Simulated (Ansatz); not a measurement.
# HfO2: the cost of one run

All numbers below are computed with Ansatz 0.2.0 (DFT PBE, scalar-relativistic, plane waves, PAW).

### Step 1. The starting structure

The cell holds 15 atoms (Hf5O10): a = 5.863 Å, b = 5.416 Å, c = 5.761 Å, α = 90.41°, β = 93.48°, γ = 87.37°.

It is the last frame of an earlier stage of the same melt, run at 2160 K.

Structure file:

```xyz
15
Lattice="5.8587 0.1288 -0.1764 0.1288 5.4147 -0.0180 -0.1764 -0.0180 5.7582" Properties=species:S:1:pos:R:3 pbc="T T T"
Hf    4.5137    2.8730    0.7609
Hf    4.9442    1.1486    3.5101
Hf    1.8455    1.9537    4.1350
Hf    1.5109    5.0790    1.0509
Hf    2.8143    4.6430    3.7734
O     0.1192    2.5575    2.4972
O     5.5195    1.5645    5.4306
O     0.7889    0.1154    2.8746
O     3.6286    2.6785    4.3588
O     5.2356    4.6244    0.8975
O     2.5587    0.6106    5.4181
O     2.7175    3.6718    1.8343
O     3.2300    1.1224    2.6198
O     4.6206    4.6548    4.0846
O     1.5795    3.6703    4.8863
```

### Step 2. Dynamics at 1200 K

One k point, a Fermi-Dirac width of 0.103 eV and a fixed cell.

File input.yaml:

```yaml
crystal:
  lattice:
    - [5.858683, 0.12881, -0.176391]
    - [0.12881, 5.414742, -0.017983]
    - [-0.176391, -0.017983, 5.758233]
  atoms:
    - { symbol: Hf, position: [0.763876409, 0.5129358028, 0.1571423277] }
    - { symbol: Hf, position: [0.8588125855, 0.1938115139, 0.6364842099] }
    - { symbol: Hf, position: [0.3291492918, 0.3554061885, 0.72929389] }
    - { symbol: Hf, position: [0.2431917636, 0.9328450157, 0.1928678422] }
    - { symbol: Hf, position: [0.4819651629, 0.8482421214, 0.6727165329] }
    - { symbol: O, position: [0.0230578145, 0.4732271111, 0.4358669081] }
    - { symbol: O, position: [0.9654938959, 0.2692013751, 0.9735268523] }
    - { symbol: O, position: [0.1493964475, 0.0194333067, 0.5038613013] }
    - { symbol: O, position: [0.6321675178, 0.4822116899, 0.7778426682] }
    - { symbol: O, position: [0.8808945152, 0.8336976144, 0.1854443819] }
    - { symbol: O, position: [0.4631908432, 0.104919856, 0.9554390401] }
    - { symbol: O, position: [0.4592281369, 0.6683003257, 0.3347026758] }
    - { symbol: O, position: [0.561246994, 0.1955135936, 0.47277641] }
    - { symbol: O, position: [0.7922995215, 0.8432500772, 0.7362510276] }
    - { symbol: O, position: [0.2806564206, 0.674015168, 0.8592803762] }
  symmetry: { detect: false }
basis:
  ecutwfc: 420
  xc_grid: 1
kpoints:
  mp_grid: { grid: [1, 1, 1], shift: [0.0, 0.0, 0.0] }
hamiltonian:
  xc: pbe
scf:
  occupations: { method: fermi_dirac, width: 0.1034 }
  lower_state_search: "off"
  convergence: { dr2_threshold: 1.0e-05 }
output:
  forces: true
  stress: true
md:
  timestep: 2.0
  n_steps: 200
  ensemble: nvt_langevin
  friction: 0.015
  temperature: 1200.0
  initial_velocities: maxwell_boltzmann
  seed: 3773
```

Launch:

```
$ ansatz run input.yaml --threads 2 --pin off --max-ram 5120MiB --backend cpu --events-out ev --progress --plain --runs-dir out
```

Q: Estimate wall time and peak memory on 2 threads of Intel Xeon at 2.70GHz, shared host.

About 3.4 min, with a peak of 0.39 GiB.
